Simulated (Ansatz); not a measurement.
# BaS: the cost of one run

Method: DFT LDA, scalar-relativistic, plane waves, PAW, in Ansatz 0.2.0.

3 further runs of the same task are left out: 1 that didn't finish, 2 set aside as unsound or not needed.

### 1 Starting point

It takes space group Fm-3m (No. 225, cubic). The conventional cell has a = 6.429 Å, b = 6.429 Å, c = 6.429 Å, α = 90.00°, β = 90.00°, γ = 90.00°. Ba (site symmetry m-3m) has 6 S at 3.21 Å as nearest neighbours. S (site symmetry m-3m) has 6 Ba at 3.21 Å as nearest neighbours.

As a file:

```xyz
2
Lattice="0.0000 3.2144 3.2144 3.2144 0.0000 3.2144 3.2144 3.2144 0.0000" Properties=species:S:1:pos:R:3 pbc="T T T"
Ba    0.0000    0.0000    0.0000
S     3.2144    3.2144    3.2144
```

It is the result of an earlier relaxation at this level (volume 33.21 Å³/atom; gap on the mesh: 2.23 eV).

### 2 Relaxing with LDA

Input file input.yaml:

```yaml
crystal:
  lattice:
    - [0.0, 3.2143926808, 3.2143926808]
    - [3.2143926808, 0.0, 3.2143926808]
    - [3.2143926808, 3.2143926808, 0.0]
  atoms:
    - { symbol: Ba, position: [0.0, 0.0, 0.0] }
    - { symbol: S, position: [0.5, 0.5, 0.5] }
basis:
  ecutwfc: 420
kpoints:
  mp_grid: { grid: [8, 8, 8] }
hamiltonian:
  xc: lda
scf:
  occupations: { method: gaussian, width: 0.02 }
output:
  forces: true
  stress: true
  eigenvalues: true
  write_density: true
  write_potential: true
  elf: true
  volumetric_format: npy
relax:
  adjacent_minimum: "off"
  f_tol: 0.005
  max_steps: 50
  cell: { stress_tol: 0.05 }
```

Command:

```sh
ansatz run input.yaml --threads 1 --pin off --max-ram 2560MiB --backend cpu --events-out ev --progress --plain --runs-dir out
```

Q: Estimate wall time and peak memory on 1 thread of Arm Neoverse V2, shared host.

About 8.4 s, with a peak of 0.32 GiB.
